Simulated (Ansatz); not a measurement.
LaAlO3 under a change: biaxial strain −1.40 %, plane normal [001], relaxed out of plane

The reference is LaAlO₃ (space group R-3c, No. 167; a = 5.4131 Å, c = 13.1935 Å (hexagonal axes)). Axes: x lies along a and z along c of the hexagonal cell.

Perturbation: biaxial strain −1.40 %, plane normal [001], relaxed out of plane (Cartesian); in-plane vectors clamped, the third vector and the atoms free.

Calculations: DFT with PBE, PAW potentials and a 420 eV plane-wave cutoff in Ansatz (a program for electronic structure), no spin-orbit coupling. k-mesh 8×8×8 (Γ-centred); smearing 0.05 eV (Fermi–Dirac).

| quantity | base | changed | shift |
|---|---|---|---|
| volume per atom | 11.16 Å³ | 10.92 Å³ | -0.24 Å³ |
| space group | R-3c (No. 167) | R-3c (No. 167) | – |
| shortest interatomic distance | 1.922 Å | 1.905 Å | -0.017 Å |
| energy relative to the base (free energy F) | 0 meV/atom | +5.8 meV/atom | +5.8 meV/atom |
| pressure (mean of the normal stresses, compression positive) | 0.00 GPa | 4.06 GPa | +4.06 GPa |
| band gap | 4.02 eV | 3.93 eV | -0.09 eV |
| gap character | indirect, F → Γ | indirect, F → Γ | – |
| width of the top valence band | 0.53 eV | 0.52 eV | -0.01 eV |
| out-of-plane strain | – | +0.65 % | – |
| ratio −ε⊥/ε∥ | – | 0.46 | – |
| mean in-plane stress (compression positive) | – | +6.1 GPa | – |

Final structure (turned so that z lies along the plane normal):

```xyz
10
Lattice="5.3373 0.0000 0.0000 2.6687 4.6223 0.0000 2.6687 -1.5408 4.4263" Properties=species:S:1:pos:R:3 pbc="T T T"
La     5.3373     0.0000     3.3198
La     5.3373     3.0815     1.1066
Al     0.0000     0.0000     0.0000
Al     8.0060     1.5408     2.2132
O      4.0913     2.1581     3.3198
O      6.7600     2.4641     3.3198
O      7.8293     0.0000     3.3198
O      6.5833     0.9234     1.1066
O      3.9147     0.6174     1.1066
O      2.8453     3.0815     1.1066
```

Cost of the whole job for the changed cell (relaxation, final SCF and bands): very roughly 2.5 core-minutes.

Stability against distortions was not tested.
